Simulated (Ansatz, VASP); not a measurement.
**Al in VASP and in Ansatz**

```
Al
1.0
     2.85354    0.00000    0.00000
    -1.42677    2.47124    0.00000
     0.00000    0.00000    9.38146
Al
4
Direct
  0.00000 0.00000 0.00000
  0.33333 0.66667 0.25000
  0.00000 0.00000 0.50000
  0.66667 0.33333 0.75000
```

Alike in both runs: functional PBE; k mesh 18 × 18 × 6; occupations gaussian, width 0.1 eV; no spin polarisation.

Ansatz relaxed the structure, and its values are those at the end. VASP's run is a single point on that final structure, the one shown.

```csv
,VASP,Ansatz
version,VASP 6.6.1,Ansatz 0.2.0
potentials or method,"VASP PAW PBE potentials, release 64 (Al)","scalar-relativistic, plane waves, PAW"
plane-wave cutoff (eV),520,420
valence electrons in the cell,12,12
```

```csv
,VASP,Ansatz,Ansatz less VASP
gap on the k mesh at the Fermi level (eV),none,none,-
pressure (GPa),0.0,0.0,+0.01
```

A gap of «none» marks a metal or a gap that the smearing closes. With one functional, cell and mesh, what is left measures potentials, basis and numerics.
